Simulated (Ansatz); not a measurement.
# Bi (R-3m) in Ansatz: a series of runs

One crystal, Bi, is run at these levels: BPBE, PBE+D3(BJ), revPBE; tasks: relaxation of the atoms, electron localisation function, single point.

All numbers are computed with Ansatz 0.2.0; they aren't measurements. Logs are shortened: lines on timing, memory, paths and dates and some standing lists are left out, and cuts for length are marked.

## (1) The structure

It takes space group R-3m (No. 166, trigonal). Conventional cell: a = 4.535 Å, b = 4.535 Å, c = 11.814 Å, α = 90.00°, β = 90.00°, γ = 120.00°. Bi (site symmetry 3m) has 6 Bi at 3.06 to 3.52 Å as nearest neighbours.

## (2) Relaxation of the atoms, BPBE, spin-orbit coupling, no magnetisation (atoms moved at random, drawn with an rms of 0.05 Å)

input.yaml

```yaml
crystal:
  lattice:
    - [2.2675, 1.3091417354, 3.938]
    - [-2.2675, 1.3091417354, 3.938]
    - [0.0, -2.6182834708, 3.938]
  atoms:
    - { symbol: Bi, position: [0.763931, 0.763771, 0.761773] }
    - { symbol: Bi, position: [0.232891, 0.244773, 0.225245] }
hamiltonian:
  xc: { exchange: b88, correlation: pbe }
  pseudopotentials: { kind: paw_fr }
magnetization:
  noncollinear: true
  spin_orbit: true
kpoints:
  mp_grid: { grid: [7, 7, 7] }
scf:
  occupations: { method: fermi_dirac, width: 0.1 }
output:
  forces: true
  stress: true
relax:
  f_tol: 0.01
  max_steps: 40
```

Potentials or basis: Ansatz PAW.

Run with:

```bash
$ ansatz run input.yaml --threads 1 --pin off --max-ram 2560MiB --backend cpu --events-out ev --progress --plain --runs-dir out
```

The program printed:

```text
Warning: output.stress: scf.convergence.dr2_threshold = 1e-7 eV (the SCF's general default) is looser than the 2e-10 eV advised for a printed stress (1e-10 eV for each atom of the cell: 2). What an SCF threshold leaves in a stress goes as its square root, and in the free energy as the threshold itself, and one threshold admits the most on a small cell: of the crystals measured, under no hybrid functional and no lock of the moments, on runs that ended without the residual-converged pass, on stresses that held no estimate of that error, the worst erred by over 100 MPa in a component at 1e-7 eV an atom and by under 5 at 1e-10. Every solve of this run answers to scf.convergence.dr2_threshold, and the tensor of one is reported: a single SCF on the reported geometry and on this run's grids (its basis.xc_grid and basis.ecutrho_ratio typed), with scf.convergence.dr2_threshold at 2e-10 eV or tighter, prints it and tightens no other solve. Else set scf.convergence.dr2_threshold to 2e-10 eV or tighter. The threshold is an SCF's pass mark: one that does not reach it within its budget of iterations ends unconverged, or closes short of it on a stop that the run arms, and scf.convergence.dr2_threshold's page says what that costs each kind of run
Warning: RAYON_NUM_THREADS=1 ignored (pool sized by the plan → 1); use --threads N
Engine: ansatz 0.2.0, x86_64-unknown-linux-gnu
Pseudopotentials: kind: paw_fr
Pseudopotential: Bi, paw_fr, valence charge 15, recommended cutoff 420 eV (normal), Bi.paw.azcp#standard-fr
Functional definition: unnamed
  exchange = b88_x
  correlation = pbe_c
non-collinear run that drives no moment, with spin-orbit: no starting moment large enough to seed its density (crystal.atoms[].spin), no starting occupations that ask for one, no magnetisation constraint and no magnetic field, so the semilocal B_xc is pinned to zero
Crystal: 2 atoms, lattice volume = 70.139 Å³
Basis set: ecut = 420 eV, 1369 PW (Γ), exchange–correlation on 64×64×64 points (8 copies of the dense FFT grid, shifted against one another)
Bands: 38, of which v1, the nominal top of the filled ones, is band 30 counted from 1 (29 counted from 0)
Symmetry: 2 space group operations + 2 with time reversal
Magnetic group: BNS 2.5 (UNI 5), of the structure as read, at distance tolerance 4.1e-5 Å
k-points: 172 of 343
Projection manifold: j_resolved (fully-relativistic pseudo-atomic orbitals)
Non-local potential: Bi, projectors of the file, l = 0: 2, l = 1: 4, l = 2: 4, l = 3: 4
PAW form: soft (Blöchl's): semilocal exchange-correlation on the pseudo side does not see the compensation charge
PAW frozen core: Bi, regenerated for the run's functional, and the local potential with it (the file was generated under x = pbe(κ = 0.804, μ = 0.2195149727645171), c = pbe(β = 0.06672455060314922))
PAW one-centre angular grid: Bi, 590 points (default); XC on 96 Gauss nodes
Initial density: superposition of atomic densities (chi_scale 0.1, normalization cell)
Initial wavefunctions: pseudopotential atomic-orbital guess
Functional: x = b88, c = pbe(β = 0.06672455060314922)
SCF iter   1: F=—  HF=-24966.784384 eV  |F-HF|=—  |Δ(HF+E_count)|=         —  Δρ=9.65e-3  dr2=6.84e-2  dr2_m=0.00e0 (ungated)  ethr=3.10e-3  |M|=0.00e0 ∫|m|=0.00e0 μB  |m|>n=0.0e0 m-floor=0.0e0 τ_xc=0.0e0  β_m=0.30  ⟨swp⟩=9.3  Hψ=18151  notcnv=0  defer=18
preconditioner: auto → Kerker (q_TF=auto, 2.368 Å⁻¹)  [metal: Δε(μ)=0.173 eV  Ē_g=20.162 eV  σ=0.100 eV  W_gap=0.36  n_scr=14 (ndim 8)  ℏωp=24.3 eV  f_vac=0.000  D(μ)=0.32/eV (n_scr^D=0)]
spin=Noncollinear: Kerker preconditioning applied to the charge; magnetization (m_x, m_y, m_z) channels mix plain (no charge-response kernel on spin).
SCF iter   2: F=—  HF=-24966.783960 eV  |F-HF|=—  |Δ(HF+E_count)|=   4.24e-4  Δρ=7.61e-3  dr2=4.52e-2  dr2_m=0.00e0 (ungated)  ethr=2.28e-4  |M|=0.00e0 ∫|m|=0.00e0 μB  |m|>n=0.0e0 m-floor=0.0e0 τ_xc=0.0e0  β_m=0.57  ⟨swp⟩=1.0  Hψ=3957  notcnv=0  defer=22
SCF iter   3: F=—  HF=-24966.782327 eV  |F-HF|=—  |Δ(HF+E_count)|=   1.63e-3  Δρ=1.69e-3  dr2=3.71e-3  dr2_m=0.00e0 (ungated)  ethr=1.51e-4  |M|=0.00e0 ∫|m|=0.00e0 μB  |m|>n=0.0e0 m-floor=0.0e0 τ_xc=0.0e0  β_m=0.82  ⟨swp⟩=1.3  Hψ=3480  notcnv=0  defer=22
SCF iter   4: F=—  HF=-24966.782411 eV  |F-HF|=—  |Δ(HF+E_count)|=   8.38e-5  Δρ=5.95e-4  dr2=2.44e-4  dr2_m=0.00e0 (ungated)  ethr=1.24e-5  |M|=0.00e0 ∫|m|=0.00e0 μB  |m|>n=0.0e0 m-floor=0.0e0 τ_xc=0.0e0  β_m=0.87  ⟨swp⟩=2.0  Hψ=4069  notcnv=0  defer=22
SCF iter   5: F=—  HF=-24966.782443 eV  |F-HF|=—  |Δ(HF+E_count)|=   3.15e-5  Δρ=2.43e-4  dr2=6.71e-5  dr2_m=0.00e0 (ungated)  ethr=8.14e-7  |M|=0.00e0 ∫|m|=0.00e0 μB  |m|>n=0.0e0 m-floor=0.0e0 τ_xc=0.0e0  β_m=0.94  ⟨swp⟩=2.2  Hψ=5609  notcnv=0  defer=36
SCF iter   6: F=-24966.782495 eV  HF=-24966.782493 eV  |F-HF|=2.28e-6  |Δ(HF+E_count)|=   5.04e-5  Δρ=4.20e-5  dr2=1.76e-6  dr2_m=0.00e0 (ungated)  ethr=8.33e-9  |M|=0.00e0 ∫|m|=0.00e0 μB  |m|>n=0.0e0 m-floor=0.0e0 τ_xc=0.0e0  ⟨swp⟩=3.2  Hψ=13234  notcnv=0
SCF 1 converged in 6 iterations: F = -24966.782495 eV  dr2 = 1.76e-6
relax step   1: F+E_penalty+E_count = -24966.78249530 eV  Δ(F+E_penalty+E_count) = +0.000e0 eV  max|allowed force component| = 4.620e-2 eV/Å  Δτ_max = 0.0000 Å  (6 SCF iters, dr2 threshold 2.50e-6 eV, accepted)
Projection manifold: j_resolved (fully-relativistic pseudo-atomic orbitals)
Initial density: handed on by an earlier stage of this run
Initial wavefunctions: those handed on with the density
iter 1 solved again at ethr=2.59e-7 eV; its pass at ethr=3.10e-3 eV (dr2=7.76e-5 eV) is discarded
SCF iter   1: F=—  HF=-24966.783611 eV  |F-HF|=—  |Δ(HF+E_count)|=         —  Δρ=3.97e-4  dr2=8.31e-5  dr2_m=0.00e0 (ungated)  ethr=2.59e-7  |M|=0.00e0 ∫|m|=0.00e0 μB  |m|>n=0.0e0 m-floor=0.0e0 τ_xc=0.0e0  β_m=0.30  ⟨swp⟩=3.7  Hψ=12487  notcnv=0  defer=176
preconditioner: auto → Kerker (q_TF=auto, 2.368 Å⁻¹)  [metal: Δε(μ)=0.172 eV  Ē_g=20.170 eV  σ=0.100 eV  W_gap=0.36  n_scr=14 (ndim 8)  ℏωp=24.3 eV  f_vac=0.004  D(μ)=0.35/eV (n_scr^D=0)]
spin=Noncollinear: Kerker preconditioning applied to the charge; magnetization (m_x, m_y, m_z) channels mix plain (no charge-response kernel on spin).
SCF iter   2: F=—  HF=-24966.783612 eV  |F-HF|=—  |Δ(HF+E_count)|=   1.42e-6  Δρ=3.11e-4  dr2=5.51e-5  dr2_m=0.00e0 (ungated)  ethr=2.59e-7  |M|=0.00e0 ∫|m|=0.00e0 μB  |m|>n=0.0e0 m-floor=0.0e0 τ_xc=0.0e0  β_m=0.57  ⟨swp⟩=1.0  Hψ=3179  notcnv=0  defer=176
SCF iter   3: F=—  HF=-24966.783615 eV  |F-HF|=—  |Δ(HF+E_count)|=   2.64e-6  Δρ=4.98e-5  dr2=3.27e-6  dr2_m=0.00e0 (ungated)  ethr=1.84e-7  |M|=0.00e0 ∫|m|=0.00e0 μB  |m|>n=0.0e0 m-floor=0.0e0 τ_xc=0.0e0  β_m=0.82  ⟨swp⟩=1.1  Hψ=3251  notcnv=0  defer=176
SCF iter   4: F=-24966.783615 eV  HF=-24966.783615 eV  |F-HF|=1.53e-8  |Δ(HF+E_count)|=   2.65e-7  Δρ=1.18e-5  dr2=1.30e-7  dr2_m=0.00e0 (ungated)  ethr=4.45e-10  |M|=0.00e0 ∫|m|=0.00e0 μB  |m|>n=0.0e0 m-floor=0.0e0 τ_xc=0.0e0  ⟨swp⟩=4.0  Hψ=13859  notcnv=0
SCF 2 converged in 4 iterations: F = -24966.783615 eV  dr2 = 1.30e-7
relax step   2: F+E_penalty+E_count = -24966.78361466 eV  Δ(F+E_penalty+E_count) = -1.119e-3 eV  max|allowed force component| = 2.021e-2 eV/Å  Δτ_max = 0.0123 Å  (4 SCF iters, dr2 threshold 1.33e-7 eV, accepted)
Projection manifold: j_resolved (fully-relativistic pseudo-atomic orbitals)
SCF iter   1: F=—  HF=-24966.783977 eV  |F-HF|=—  |Δ(HF+E_count)|=         —  Δρ=3.24e-4  dr2=6.29e-5  dr2_m=0.00e0 (ungated)  ethr=1.70e-6  |M|=0.00e0 ∫|m|=0.00e0 μB  |m|>n=0.0e0 m-floor=0.0e0 τ_xc=0.0e0  β_m=0.30  ⟨swp⟩=3.3  Hψ=8868  notcnv=0  defer=178
preconditioner: auto → Kerker (q_TF=auto, 2.368 Å⁻¹)  [metal: Δε(μ)=0.186 eV  Ē_g=20.175 eV  σ=0.100 eV  W_gap=0.39  n_scr=14 (ndim 8)  ℏωp=24.3 eV  f_vac=0.004  D(μ)=0.35/eV (n_scr^D=0)]
spin=Noncollinear: Kerker preconditioning applied to the charge; magnetization (m_x, m_y, m_z) channels mix plain (no charge-response kernel on spin).
SCF iter   2: F=—  HF=-24966.783900 eV  |F-HF|=—  |Δ(HF+E_count)|=   7.67e-5  Δρ=2.55e-4  dr2=4.22e-5  dr2_m=0.00e0 (ungated)  ethr=2.10e-7  |M|=0.00e0 ∫|m|=0.00e0 μB  |m|>n=0.0e0 m-floor=0.0e0 τ_xc=0.0e0  β_m=0.54  ⟨swp⟩=1.0  Hψ=3956  notcnv=0  defer=178
SCF iter   3: F=—  HF=-24966.783899 eV  |F-HF|=—  |Δ(HF+E_count)|=   5.06e-7  Δρ=4.83e-5  dr2=3.24e-6  dr2_m=0.00e0 (ungated)  ethr=1.41e-7  |M|=0.00e0 ∫|m|=0.00e0 μB  |m|>n=0.0e0 m-floor=0.0e0 τ_xc=0.0e0  β_m=0.82  ⟨swp⟩=1.0  Hψ=3179  notcnv=0  defer=178
SCF iter   4: F=-24966.783899 eV  HF=-24966.783899 eV  |F-HF|=2.62e-8  |Δ(HF+E_count)|=   1.87e-7  Δρ=9.73e-6  dr2=6.67e-8  dr2_m=0.00e0 (ungated)  ethr=3.33e-10  |M|=0.00e0 ∫|m|=0.00e0 μB  |m|>n=0.0e0 m-floor=0.0e0 τ_xc=0.0e0  ⟨swp⟩=4.0  Hψ=14002  notcnv=0
SCF 3 converged in 4 iterations: F = -24966.783899 eV  dr2 = 6.67e-8
relax step   3: F+E_penalty+E_count = -24966.78389926 eV  Δ(F+E_penalty+E_count) = -2.846e-4 eV  max|allowed force component| = 8.630e-4 eV/Å  Δτ_max = 0.0097 Å  (4 SCF iters, accepted)
SCF converged after 4 iterations
Magnetization: |M| = 0.0000 μB,  M = (+0.0000, +0.0000, +0.0000) μB
Absolute magnetization: 0.0000 μB (∫|m|)
  site 0: m = (+0.0000, +0.0000, +0.0000) μB, |m| = 0.0000 μB  (R = 1.27 Å)
  site 1: m = (+0.0000, +0.0000, +0.0000) μB, |m| = 0.0000 μB  (R = 1.27 Å)
Free energy (F): -24966.783899 eV
Harris-Foulkes:  -24966.783899 eV  (|F-HF|=2.62e-8)
Internal energy: -24966.770902 eV  (E = F + TS)
E sigma→0 (E₀):  -24966.777401 eV
Entropy (-TS):   -0.012997 eV (-6.498 meV/atom)
Fermi energy:    9.723838 eV
--- Per-component energies (eV) ---
  E_band       = -213.505093
  E_kinetic    = 608.852812
  E_local      = -3111.535170  (includes V_loc(G=0)·N_el)
  E_nonlocal   = 1121.565808
  E_hartree    = 1017.113173
  E_xc         = -304.719917
  E_vxc        = -290.368943  (∫ρ·V_xc dr)
  E_paw        = -21500.767250  (= ΣΔE_a)
  E_vpaw       = -576.244878  (= ΣTr[D̂ρ^β])
  E_aug_tail   = -0.000789  (compensation charges beyond the density's cutoff)
  E_ewald      = -2797.031929
  E_core_change = -0.247641  (= ΣΔE_core)
  E_smearing   = -0.012997  (= −TS)
  E_closure    = -0.000000  (closes the sum)
  Σ components = -24966.783899   (vs F -24966.783899, Δ=0.00e0)
--- Forces (eV/Å), atoms counted from 1 ---
  atom   1  Bi    -0.00044029     0.00086298     0.00003286
  atom   2  Bi     0.00044029    -0.00086298    -0.00003286
  max |Σ_I F_I| component: 1.08e-19 eV/Å
--- Stress (GPa, compression-positive) ---
        2.628148      -0.001554       0.002971
       -0.001554       2.621819      -0.006005
        0.002973      -0.006007       2.339086
  P = ⅓ Tr σ = 2.5297 GPa (25.297 kbar)
--- Relaxed structure (3 steps of the walk, 3 accepted, 0 SCFs on fresh bases) ---
  F+E_penalty+E_count = -24966.78389926 eV   max|allowed force component| = 8.630e-4 eV/Å
  atoms:
    - { symbol: Bi, position: [0.7624692873559502, 0.7682630508226223, 0.7576496269982861] }
    - { symbol: Bi, position: [0.2343527126440497, 0.24028094917737766, 0.22936837300171387] }
```

Run time: 57 s. Hardware: 1 thread of Intel Xeon 6975P-C (Granite Rapids), shared host; peak memory 0.92 GiB.

Results:

```yaml
Free_energy: -24966.7839 eV
Energy_gained_by_relaxing: 0.7 meV/atom
Ionic_steps: 3
Pressure_after_relaxing: 2.5 GPa
```

Stress tensor (GPa, compression positive):
```
 2.63  0.00  0.00
 0.00  2.62 -0.01
 0.00 -0.01  2.34
```

The path:
| step | energy change (eV) | largest force (eV/Å) |
| --- | --- | --- |
| 1 | 0.0000 | 0.0749 |
| 2 | -0.0011 | 0.0287 |
| 3 | -0.0014 | 0.0010 |

Final structure:
```cif
data_structure
_symmetry_space_group_name_H-M 'P 1'
_symmetry_Int_Tables_number 1
_cell_length_a 4.7290
_cell_length_b 4.7290
_cell_length_c 4.7290
_cell_angle_alpha 57.304
_cell_angle_beta 57.304
_cell_angle_gamma 57.304
_cell_volume 70.14
loop_
_atom_site_label
_atom_site_type_symbol
_atom_site_fract_x
_atom_site_fract_y
_atom_site_fract_z
_atom_site_occupancy
Bi1 Bi 0.76247 0.76826 0.75765 1
Bi2 Bi 0.23435 0.24028 0.22937 1
```

Caveat: the PAW data sets come from PBE, with cores solved anew for the run's functional, which leaves a small shift of forces and pressure; the thresholds are loose for stress.

## (3) Electron localisation function, PBE+D3(BJ), spin-orbit coupling, no magnetisation

input.yaml

```yaml
crystal:
  lattice:
    - [2.2675, 1.3091417354, 3.938]
    - [-2.2675, 1.3091417354, 3.938]
    - [0.0, -2.6182834708, 3.938]
  atoms:
    - { symbol: Bi, position: [0.766, 0.766, 0.766] }
    - { symbol: Bi, position: [0.234, 0.234, 0.234] }
hamiltonian:
  xc: pbe
  pseudopotentials: { kind: paw_fr }
  dispersion: d3bj
magnetization:
  noncollinear: true
  spin_orbit: true
kpoints:
  mp_grid: { grid: [7, 7, 7] }
scf:
  occupations: { method: gaussian, width: 0.05 }
  lower_state_search: "off"
output:
  forces: true
  stress: true
  eigenvalues: true
  write_density: true
  write_potential: true
  elf: true
  volumetric_format: npy
```

Potentials or basis: Ansatz PAW.

Run with:

```bash
$ ansatz run input.yaml --threads 1 --pin off --max-ram 2560MiB --backend cpu --events-out ev --progress --plain --runs-dir out
```

Wall time 12 s (1 thread of Intel Xeon 6975P-C (Granite Rapids), shared host); peak memory 0.52 GiB.

Results (log left out):

| Property | Result |
| --- | --- |
| Free energy | -24877.7431 eV |
| Pressure | 1.0 GPa |
| Largest force | 0.153 eV/Å |
| Band gap on the k mesh | 0.04 eV, indirect (least direct gap 0.25 eV) |

Forces on the atoms (eV/Å):
```
Bi   0.000  0.000 -0.153
Bi   0.000  0.000  0.153
```

Stress tensor (GPa, compression positive):
```
1.10 0.00 0.00
0.00 1.10 0.00
0.00 0.00 0.74
```

Levels at points of the mesh, in eV from the valence-band top:
| k point | band 26 | band 27 | band 28 | band 29 | band 30 | band 31 | band 32 | band 33 | band 34 | band 35 |
| --- | --- | --- | --- | --- | --- | --- | --- | --- | --- | --- |
| (0.00, 0.00, 0.00) | -2.93 | -0.71 | -0.71 | -0.50 | -0.50 | 0.96 | 0.96 | 3.35 | 3.35 | 3.70 |

Caveat: odd divisions of the mesh miss points on the zone boundary, where band edges often lie, so the gap on the mesh can be too wide. A k mesh can miss the band edges.

(Continued in part 2 of 2.)
